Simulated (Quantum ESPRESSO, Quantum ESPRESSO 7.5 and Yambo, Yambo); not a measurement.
**A GW chain in Yambo: KBr (Fm-3m)**

Aim: the G0W0 gap of KBr (Fm-3m) on PBE with spin-orbit coupling, step by step.

Method: PBE and many-body steps on it, plane waves, in Quantum ESPRESSO 7.5 and Yambo 5.3.0.

## 1. Set-up

The structure is cubic, space group Fm-3m (No. 225). Conventional cell: a = 6.600 Å, b = 6.600 Å, c = 6.600 Å, α = 90.00°, β = 90.00°, γ = 90.00°. Nearest to K lie 6 Br at 3.30 Å. Br has 6 K at 3.30 Å nearest. Farther neighbours and most contacts between anions are not listed.

As a file:

```cif
data_structure
_symmetry_space_group_name_H-M 'Fm-3m'
_symmetry_Int_Tables_number 225
_cell_length_a 6.6000
_cell_length_b 6.6000
_cell_length_c 6.6000
_cell_angle_alpha 90.000
_cell_angle_beta 90.000
_cell_angle_gamma 90.000
_cell_volume 287.50
loop_
_atom_site_label
_atom_site_type_symbol
_atom_site_symmetry_multiplicity
_atom_site_Wyckoff_symbol
_atom_site_fract_x
_atom_site_fract_y
_atom_site_fract_z
_atom_site_occupancy
K1 K 4 a 0.00000 0.00000 0.00000 1
Br1 Br 4 b 0.50000 0.00000 0.00000 1
```

The cell and positions come from the Crystallography Open Database and are kept as given unless a step says otherwise.

## 2. Ground state

This step: Quantum ESPRESSO 7.5; DFT, PBE with spin-orbit coupling, plane waves, norm-conserving pseudopotentials.

The ground-state density comes first.

pw.in

```
&control
  calculation = 'scf'
  prefix = 'x'
  outdir = 'o'
  pseudo_dir = 'pseudo'
/
&system
  ibrav = 0
  nat = 2
  ntyp = 2
  ecutwfc = 76.0
  nbnd = 36
  force_symmorphic = .true.
  noncolin = .true.
  lspinorb = .true.
/
&electrons
  conv_thr = 1e-10
  electron_maxstep = 80
  mixing_beta = 0.5
/
ATOMIC_SPECIES
  K 39.098 K.upf
  Br 79.904 Br.upf
CELL_PARAMETERS angstrom
  0.0000000000 3.3000000000 3.3000000000
  3.3000000000 0.0000000000 3.3000000000
  3.3000000000 3.3000000000 0.0000000000
ATOMIC_POSITIONS crystal
  K 0.0000000000 0.0000000000 0.0000000000
  Br 0.5000000000 0.5000000000 0.5000000000
K_POINTS automatic
  6 6 6 0 0 0
```

Started as:

```console
> OMP_NUM_THREADS=1 mpirun -n 4 pw.x -nk 4 -in pw.in > pw.out
```

Log:

```text
Program PWSCF v.7.5 starts

     This program is part of the open-source Quantum ESPRESSO suite
     for quantum simulation of materials; please cite
         "P. Giannozzi et al., J. Phys.:Condens. Matter 21 395502 (2009);
         "P. Giannozzi et al., J. Phys.:Condens. Matter 29 465901 (2017);
         "P. Giannozzi et al., J. Chem. Phys. 152 154105 (2020);
     in publications or presentations arising from this work. More details at
     Message from routine setup:
     using ibrav=0 with symmetry is DISCOURAGED, use correct ibrav instead

     G-vector sticks info

     bravais-lattice index     =            0
     lattice parameter (alat)  =       8.8192  a.u.
     unit-cell volume          =     485.0298 (a.u.)^3
     number of atoms/cell      =            2
     number of atomic types    =            2
     number of electrons       =        26.00
     number of Kohn-Sham states=           36
     kinetic-energy cutoff     =      76.0000  Ry
     charge density cutoff     =     304.0000  Ry
     scf convergence threshold =      1.0E-10
     mixing beta               =       0.5000
     number of iterations used =            8  plain     mixing
     Exchange-correlation= PBE
                           (   1   4   3   4   0   0   0)
     Non magnetic calculation with spin-orbit

     celldm(1)=   8.819172  celldm(2)=   0.000000  celldm(3)=   0.000000
     celldm(4)=   0.000000  celldm(5)=   0.000000  celldm(6)=   0.000000

     crystal axes: (cart. coord. in units of alat)
               a(1) = (   0.000000   0.707107   0.707107 )
               a(2) = (   0.707107   0.000000   0.707107 )
               a(3) = (   0.707107   0.707107   0.000000 )

     reciprocal axes: (cart. coord. in units 2 pi/alat)
               b(1) = ( -0.707107  0.707107  0.707107 )
               b(2) = (  0.707107 -0.707107  0.707107 )
               b(3) = (  0.707107  0.707107 -0.707107 )
     Pseudo is Norm-conserving + core correction, Zval =  9.0
     Generated using ONCVPSP code by D. R. Hamann
     Using radial grid of 2222 points, 10 beta functions with:
     Pseudo is Norm-conserving + core correction, Zval = 17.0
     Generated using ONCVPSP code by D. R. Hamann
     Using radial grid of 1110 points, 10 beta functions with:
     K                 9.00    39.09800     K ( 1.00)
     Br               17.00    79.90400     Br( 1.00)

     48 Sym. Ops., with inversion, found

   Cartesian axes

     site n.     atom                  positions (alat units)
         1        K      tau(   1) = (   0.0000000   0.0000000   0.0000000  )
         2        Br     tau(   2) = (   0.7071068   0.7071068   0.7071068  )

     number of k points=    16
                       cart. coord. in units 2pi/alat
        k(    1) = (   0.0000000   0.0000000   0.0000000), wk =   0.0046296
        k(    2) = (   0.1178511   0.1178511  -0.1178511), wk =   0.0370370
        k(    3) = (   0.2357023   0.2357023  -0.2357023), wk =   0.0370370
        k(    4) = (  -0.3535534  -0.3535534   0.3535534), wk =   0.0185185
        k(    5) = (   0.2357023   0.0000000  -0.0000000), wk =   0.0277778
        k(    6) = (   0.3535534   0.1178511  -0.1178511), wk =   0.1111111
        k(    7) = (  -0.2357023  -0.4714045   0.4714045), wk =   0.1111111
        k(    8) = (  -0.1178511  -0.3535534   0.3535534), wk =   0.1111111
        k(    9) = (   0.0000000  -0.2357023   0.2357023), wk =   0.0555556
        k(   10) = (   0.4714045   0.0000000  -0.0000000), wk =   0.0277778
     [... 4 further rows ...]
        k(   15) = (  -0.1178511  -0.3535534   0.5892557), wk =   0.1111111
        k(   16) = (  -0.7071068   0.2357023   0.0000000), wk =   0.0555556

     Dense  grid:    43599 G-vectors     FFT dimensions: (  50,  50,  50)

     Initial potential from superposition of free atoms

     starting charge      25.9807, renormalised to      26.0000
     Starting wfcs are   28 randomized atomic wfcs +    8 random wfcs

     per-process dynamical memory:    83.0 Mb

     Self-consistent Calculation

     iteration #  1     ecut=    76.00 Ry     beta= 0.50

     Threshold (ethr) on eigenvalues was too large:
     Diagonalizing with lowered threshold

     total energy              =    -331.05987481 Ry
     estimated scf accuracy    <       0.04164950 Ry

     iteration #  2     ecut=    76.00 Ry     beta= 0.50

     total energy              =    -331.06776692 Ry
     estimated scf accuracy    <       0.00243522 Ry

     iteration #  3     ecut=    76.00 Ry     beta= 0.50

     total energy              =    -331.06827309 Ry
     estimated scf accuracy    <       0.00053748 Ry

     iteration #  4     ecut=    76.00 Ry     beta= 0.50

     total energy              =    -331.06835803 Ry
     estimated scf accuracy    <       0.00002023 Ry

     iteration #  5     ecut=    76.00 Ry     beta= 0.50

     total energy              =    -331.06836553 Ry
     estimated scf accuracy    <       0.00000454 Ry

     iteration #  6     ecut=    76.00 Ry     beta= 0.50

     total energy              =    -331.06836671 Ry
     estimated scf accuracy    <       0.00000002 Ry

     iteration #  7     ecut=    76.00 Ry     beta= 0.50

     total energy              =    -331.06836675 Ry
     estimated scf accuracy    <          2.2E-09 Ry

     iteration #  8     ecut=    76.00 Ry     beta= 0.50

     total energy              =    -331.06836675 Ry
     estimated scf accuracy    <          4.0E-10 Ry

     iteration #  9     ecut=    76.00 Ry     beta= 0.50

     total energy              =    -331.06836675 Ry
     estimated scf accuracy    <          1.1E-10 Ry

     iteration # 10     ecut=    76.00 Ry     beta= 0.50

     End of self-consistent calculation

          k = 0.0000 0.0000 0.0000 (  5521 PWs)   bands (ev):

   -56.7197 -56.7197 -56.7197 -56.7197 -55.6354 -55.6354 -55.6354 -55.6354
   -55.6341 -55.6341 -25.6870 -25.6870 -10.2031 -10.2031  -9.3430  -9.3430
    -9.0771  -9.0771  -9.0771  -9.0771   1.7535   1.7535   2.2483   2.2483
     2.2483   2.2483   6.5234   6.5234   9.6926   9.6926   9.6926   9.6926
     9.6981   9.6981  10.5133  10.5133

          k = 0.1179 0.1179-0.1179 (  5444 PWs)   bands (ev):

   -56.7197 -56.7197 -56.7197 -56.7197 -55.6354 -55.6354 -55.6354 -55.6354
   -55.6341 -55.6341 -25.6856 -25.6856 -10.2551 -10.2551  -9.3209  -9.3209
    -9.0786  -9.0786  -9.0311  -9.0311   1.5506   1.5506   2.0006   2.0006
     2.1560   2.1560   7.1795   7.1795   9.5543   9.5543  10.0167  10.0167
    10.0180  10.0180  10.8625  10.8629

          k = 0.2357 0.2357-0.2357 (  5429 PWs)   bands (ev):

   -56.7197 -56.7197 -56.7197 -56.7197 -55.6354 -55.6354 -55.6354 -55.6354
   -55.6341 -55.6341 -25.6828 -25.6828 -10.3437 -10.3437  -9.2981  -9.2981
    -9.0814  -9.0814  -8.9323  -8.9323   1.0804   1.0804   1.7385   1.7385
     1.9831   1.9831   8.2871   8.2871   9.8058   9.8058  10.8777  10.8777
    10.8807  10.8807  11.7427  11.7438

          k =-0.3536-0.3536 0.3536 (  5444 PWs)   bands (ev):

     [... further k-points ...]

     highest occupied, lowest unoccupied level (ev):     2.2483    6.5234

!    total energy              =    -331.06836675 Ry
     estimated scf accuracy    <          4.5E-12 Ry

     The total energy is the sum of the following terms:
     one-electron contribution =    -219.63960740 Ry
     hartree contribution      =     108.72346078 Ry
     xc contribution           =     -57.40158565 Ry
     ewald contribution        =    -162.75063449 Ry

     convergence has been achieved in  10 iterations

     XML data file, charge density, pseudopotentials, collected wavefunctions

=------------------------------------------------------------------------------=
   JOB DONE.
=------------------------------------------------------------------------------=
```

Wall time 41 s (4 MPI ranks of Arm Neoverse V1, shared host); peak memory 0.62 GiB.

Numbers from this step:

```yaml
total_energy: -4504.4146 eV
gap: 4.275 eV
k_of_the_valence_top: 0, 0, 0
k_of_the_conduction_bottom: 0, 0, 0
least_direct_gap: 4.275 eV
```

The gap is direct, at Γ.

## 3. Bands along the symmetry lines

The cheap functional maps the bands first; the places of the edges decide which points the dearer methods must see.

pw.in

```
&control
  calculation = 'bands'
  prefix = 'x'
  outdir = 'o'
  pseudo_dir = 'pseudo'
/
&system
  ibrav = 0
  nat = 2
  ntyp = 2
  ecutwfc = 76.0
  nbnd = 38
  force_symmorphic = .true.
  noncolin = .true.
  lspinorb = .true.
/
&electrons
  conv_thr = 1e-9
  electron_maxstep = 80
  diago_full_acc = .true.
  diago_thr_init = 5e-6
/
ATOMIC_SPECIES
  K 39.098 K.upf
  Br 79.904 Br.upf
CELL_PARAMETERS angstrom
  0.0000000000 3.3000000000 3.3000000000
  3.3000000000 0.0000000000 3.3000000000
  3.3000000000 3.3000000000 0.0000000000
ATOMIC_POSITIONS crystal
  K 0.0000000000 0.0000000000 0.0000000000
  Br 0.5000000000 0.5000000000 0.5000000000
K_POINTS crystal
  50
  0.00000000 0.00000000 0.00000000 1
  0.06250000 0.00000000 0.06250000 1
  0.12500000 0.00000000 0.12500000 1
  0.18750000 0.00000000 0.18750000 1
  0.25000000 0.00000000 0.25000000 1
  0.31250000 0.00000000 0.31250000 1
  0.37500000 0.00000000 0.37500000 1
  0.43750000 0.00000000 0.43750000 1
  0.50000000 0.00000000 0.50000000 1
  0.51562500 0.03125000 0.51562500 1
  0.53125000 0.06250000 0.53125000 1
  0.54687500 0.09375000 0.54687500 1
  0.56250000 0.12500000 0.56250000 1
  0.57812500 0.15625000 0.57812500 1
  0.59375000 0.18750000 0.59375000 1
  0.60937500 0.21875000 0.60937500 1
  0.62500000 0.25000000 0.62500000 1
  0.37500000 0.37500000 0.75000000 1
  0.32812500 0.32812500 0.65625000 1
  0.28125000 0.28125000 0.56250000 1
  0.23437500 0.23437500 0.46875000 1
  0.18750000 0.18750000 0.37500000 1
  0.14062500 0.14062500 0.28125000 1
  0.09375000 0.09375000 0.18750000 1
  0.04687500 0.04687500 0.09375000 1
  0.00000000 0.00000000 0.00000000 1
  0.06250000 0.06250000 0.06250000 1
  0.12500000 0.12500000 0.12500000 1
  0.18750000 0.18750000 0.18750000 1
  0.25000000 0.25000000 0.25000000 1
  0.31250000 0.31250000 0.31250000 1
  0.37500000 0.37500000 0.37500000 1
  0.43750000 0.43750000 0.43750000 1
  0.50000000 0.50000000 0.50000000 1
  0.50000000 0.46875000 0.53125000 1
  0.50000000 0.43750000 0.56250000 1
  0.50000000 0.40625000 0.59375000 1
  0.50000000 0.37500000 0.62500000 1
  0.50000000 0.34375000 0.65625000 1
  0.50000000 0.31250000 0.68750000 1
  0.50000000 0.28125000 0.71875000 1
  0.50000000 0.25000000 0.75000000 1
  0.50000000 0.21875000 0.71875000 1
  0.50000000 0.18750000 0.68750000 1
  0.50000000 0.15625000 0.65625000 1
  0.50000000 0.12500000 0.62500000 1
  0.50000000 0.09375000 0.59375000 1
  0.50000000 0.06250000 0.56250000 1
  0.50000000 0.03125000 0.53125000 1
  0.50000000 0.00000000 0.50000000 1
```

Log:

```text
[banner, memory and clock lines left out]
Program PWSCF v.7.5 starts

     Atomic positions and unit cell read from directory:
     o/x.save/

     Message from routine setup:
     using ibrav=0 with symmetry is DISCOURAGED, use correct ibrav instead

     G-vector sticks info

     bravais-lattice index     =            0
     lattice parameter (alat)  =       8.8192  a.u.
     unit-cell volume          =     485.0298 (a.u.)^3
     number of atoms/cell      =            2
     number of atomic types    =            2
     number of electrons       =        26.00
     number of Kohn-Sham states=           38
     kinetic-energy cutoff     =      76.0000  Ry
     charge density cutoff     =     304.0000  Ry
     Exchange-correlation= PBE
                           (   1   4   3   4   0   0   0)
     Non magnetic calculation with spin-orbit

     celldm(1)=   8.819172  celldm(2)=   0.000000  celldm(3)=   0.000000
     celldm(4)=   0.000000  celldm(5)=   0.000000  celldm(6)=   0.000000

     crystal axes: (cart. coord. in units of alat)
               a(1) = (   0.000000   0.707107   0.707107 )
               a(2) = (   0.707107   0.000000   0.707107 )
               a(3) = (   0.707107   0.707107   0.000000 )

     reciprocal axes: (cart. coord. in units 2 pi/alat)
               b(1) = ( -0.707107  0.707107  0.707107 )
               b(2) = (  0.707107 -0.707107  0.707107 )
               b(3) = (  0.707107  0.707107 -0.707107 )
     Pseudo is Norm-conserving + core correction, Zval =  9.0
     Generated using ONCVPSP code by D. R. Hamann
     Using radial grid of 2222 points, 10 beta functions with:
     Pseudo is Norm-conserving + core correction, Zval = 17.0
     Generated using ONCVPSP code by D. R. Hamann
     Using radial grid of 1110 points, 10 beta functions with:
     K                 9.00    39.09800     K ( 1.00)
     Br               17.00    79.90400     Br( 1.00)

     48 Sym. Ops., with inversion, found

   Cartesian axes

     site n.     atom                  positions (alat units)
         1        K      tau(   1) = (   0.0000000   0.0000000   0.0000000  )
         2        Br     tau(   2) = (   0.7071068   0.7071068   0.7071068  )

     number of k points=    50
                       cart. coord. in units 2pi/alat
        k(    1) = (   0.0000000   0.0000000   0.0000000), wk =   0.0200000
        k(    2) = (   0.0000000   0.0883883   0.0000000), wk =   0.0200000
        k(    3) = (   0.0000000   0.1767767   0.0000000), wk =   0.0200000
[...]
[... 38 further rows ...]
        k(   49) = (   0.0441942   0.7071068   0.0000000), wk =   0.0200000
        k(   50) = (   0.0000000   0.7071068   0.0000000), wk =   0.0200000

     Dense  grid:    43599 G-vectors     FFT dimensions: (  50,  50,  50)

     The potential is recalculated from file :
     o/x.save/charge-density

     Starting wfcs are   28 randomized atomic wfcs +   10 random wfcs

     Band Structure Calculation

     End of band structure calculation

          k = 0.0000 0.0000 0.0000 (  5521 PWs)   bands (ev):

   -56.7196 -56.7196 -56.7196 -56.7196 -55.6354 -55.6354 -55.6354 -55.6354
   -55.6341 -55.6341 -25.6870 -25.6870 -10.2031 -10.2031  -9.3430  -9.3430
    -9.0771  -9.0771  -9.0771  -9.0771   1.7535   1.7536   2.2484   2.2484
[...]
9.6981   9.6981  10.5133  10.5133  10.5133  10.5133

          k = 0.0000 0.0884 0.0000 (  5433 PWs)   bands (ev):

[...]
9.7964   9.7965  10.5423  10.5423  10.6194  10.6194

          k = 0.0000 0.1768 0.0000 (  5425 PWs)   bands (ev):

[...]
10.0890  10.0890  10.6269  10.6269  10.9186  10.9186

          k =-0.0000 0.2652 0.0000 (  5413 PWs)   bands (ev):

[...]
k = 0.0000 0.4419-0.0000 (  5437 PWs)   bands (ev):

[...]
k =-0.0000 0.5303 0.0000 (  5446 PWs)   bands (ev):

[...]
k = 0.0000 0.6187-0.0000 (  5430 PWs)   bands (ev):

[...]
k = 0.4640 0.4640-0.0000 (  5404 PWs)   bands (ev):

[...]
k = 0.3315 0.3315-0.0000 (  5416 PWs)   bands (ev):

[...]
k = 0.3094 0.7071-0.0000 (  5428 PWs)   bands (ev):

[...]
k = 0.2210 0.7071-0.0000 (  5428 PWs)   bands (ev):

[...]
k = 0.1768 0.7071-0.0000 (  5418 PWs)   bands (ev):

[...]
k = 0.0442 0.7071 0.0000 (  5432 PWs)   bands (ev):

[...]
11.5277  11.5277  11.7243  11.7243  12.8282  12.8321

          k = 0.0000 0.7071 0.0000 (  5434 PWs)   bands (ev):

[...]
-9.1491  -9.1491  -9.1137  -9.1137   1.1887   1.1887   1.7257   1.7257
     1.9531   1.9531   7.9563   7.9563   9.2904   9.2904  11.4407  11.4407
    11.5895  11.5895  11.7420  11.7420  12.7986  12.8008

     XML data file, pseudopotentials, collected wavefunctions
```

Wall time 43 s (4 MPI ranks); peak memory 0.42 GiB; 2.9 min of CPU time.

Numbers from this step:

```yaml
gap: 4.275 eV
k_of_the_valence_top: 0, 0, 0
k_of_the_conduction_bottom: 0, 0, 0
least_direct_gap: 4.275 eV
```

The gap is 4.275 eV, as in the run before at this level.

Electronic bands along the path, in eV, zero at the top of the highest filled band:

```
    point  band 23  band 24  band 25  band 26  band 27  band 28  band 29  band 30
        Γ     0.00     0.00     0.00     0.00     4.28     4.28     7.44     7.44
  halfway    -0.40    -0.40    -0.17    -0.17     5.74     5.74     6.37     6.37
        X    -0.52    -0.52    -0.30    -0.30     5.71     5.71     7.04     7.04
  halfway    -0.58    -0.58    -0.35    -0.35     5.92     5.92     7.30     7.30
        U    -0.70    -0.70    -0.42    -0.42     6.43     6.43     8.00     8.00
jump to K    -0.70    -0.70    -0.42    -0.42     6.43     6.43     8.00     8.00
  halfway    -0.48    -0.48    -0.26    -0.26     6.00     6.00     7.12     7.12
        Γ     0.00     0.00     0.00     0.00     4.28     4.28     7.44     7.44
  halfway    -0.40    -0.40    -0.18    -0.18     5.53     5.53     7.33     7.33
        L    -0.60    -0.60    -0.35    -0.35     6.43     6.43     8.07     8.07
  halfway    -0.66    -0.66    -0.42    -0.42     6.85     6.85     7.64     7.64
        W    -0.62    -0.62    -0.57    -0.57     7.20     7.20     7.25     7.25
  halfway    -0.60    -0.60    -0.41    -0.41     6.13     6.13     7.50     7.50
        X    -0.52    -0.52    -0.30    -0.30     5.71     5.71     7.04     7.04
```

(Continued in part 2 of 2.)

[Paths, hosts, dates, memory and timing lines, banners, echoed tables and standing remarks are left out of the program output.]

[Logs are printed without paths, hosts, clocks, repeated set-up lines and the standing remarks that a program may print on its own settings, such as how far it seeks lower states.]

[Runs of the session that timed out or met a known fault of the program may be left out.]

[Hosts, paths, dates, database ids (printed as entryN), source tags and the programs' standing remarks are cut or masked in the printed files.]
